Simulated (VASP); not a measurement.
Consider the following.

```
NaBr
1.0
    0.00000     2.96583     2.96583
    2.96583     0.00000     2.96583
    2.96583     2.96583     0.00000
Na Br
1 1
Direct
  0.00000   0.00000   0.00000
  0.50000   0.50000   0.50000
```

These are r2SCAN meta-GGA with spin-orbit coupling, VASP's PBE PAW potentials (set 64) (plane waves; VASP) values and carry that method's errors. Run with 400 eV cut-off, 7×7×7 Γ-centred mesh, Gaussian smearing of 0.050 eV, potentials Na_pv Br.

Task: The job: NaBr (rock salt), 2 atoms, r2SCAN+SOC, static run, 400 eV, 7×7×7 Γ-centred mesh. Roughly how much core time does it take on a busy server core?

Result: About 4 core-minutes (one run on a shared machine, a rough figure). It had 20 irreducible k-points, 22 bands, up to 1916 plane waves and 21 electronic steps.

The compound is NaBr in the rock salt structure. It was relaxed first.
